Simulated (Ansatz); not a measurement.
Input of an Ansatz 0.2.0 run:

input.yaml

```yaml
crystal:
  lattice:
    - [3.309, 0.0, 0.0]
    - [-1.6545, 2.8656780611, 0.0]
    - [0.0, 0.0, 5.2733]
  atoms:
    - { symbol: Sc, position: [0.6666666667, 0.3333333333, 0.75] }
    - { symbol: Sc, position: [0.3333333333, 0.6666666667, 0.25] }
hamiltonian:
  xc: pbe
  pseudopotentials: { kind: paw, source: jth }
kpoints:
  mp_grid: { grid: [9, 9, 5] }
  band_path:
    path:
      - [[0.0, 0.0, 0.0], [0.5, 0.0, 0.0], [0.3333333333, 0.3333333333, 0.0], [0.0, 0.0, 0.0], [0.0, 0.0, 0.5], [0.5, 0.0, 0.5], [0.3333333333, 0.3333333333, 0.5], [0.0, 0.0, 0.5]]
      - [[0.5, 0.0, 0.5], [0.5, 0.0, 0.0]]
      - [[0.3333333333, 0.3333333333, 0.0], [0.3333333333, 0.3333333333, 0.5]]
    npoints: 14
scf:
  occupations: { method: fermi_dirac, width: 0.05 }
  n_extra_bands: 6
output:
  forces: true
  stress: true
  eigenvalues: true
  fatbands: false
```

Potentials or basis: JTH PAW.

The run is started by

```sh
$ ansatz run input.yaml --threads 2 --pin off --max-ram 5632MiB --backend cpu --events-out ev --progress --plain --runs-dir out
```

Q: Predict the band gap on the k mesh.

A: None (metal or under the smearing width).

Q: What does it give for the pressure?

A: -0.7 GPa.

Levels at the corners of the path, in eV from the Fermi level:
| point | band 8 | band 9 | band 10 | band 11 | band 12 | band 13 |
| --- | --- | --- | --- | --- | --- | --- |
| Γ | -27.87 | -5.10 | -1.66 | 0.42 | 1.59 | 1.59 |
| M | -27.93 | -1.58 | -1.03 | -0.68 | -0.29 | 1.20 |
| K | -28.03 | -0.66 | -0.66 | -0.58 | -0.44 | 0.98 |
| Γ | -27.87 | -5.10 | -1.66 | 0.42 | 1.59 | 1.59 |
| A | -27.91 | -3.62 | -3.62 | 0.88 | 0.88 | 1.54 |
| L | -27.97 | -1.45 | -1.45 | 0.04 | 0.04 | 1.24 |
| H | -27.94 | -0.38 | -0.38 | -0.12 | -0.12 | 0.25 |
| A | -27.91 | -3.62 | -3.62 | 0.88 | 0.88 | 1.54 |
| L | -27.97 | -1.45 | -1.45 | 0.04 | 0.04 | 1.24 |
| M | -27.93 | -1.58 | -1.03 | -0.68 | -0.29 | 1.20 |
| K | -28.03 | -0.66 | -0.66 | -0.58 | -0.44 | 0.98 |
| H | -27.94 | -0.38 | -0.38 | -0.12 | -0.12 | 0.25 |
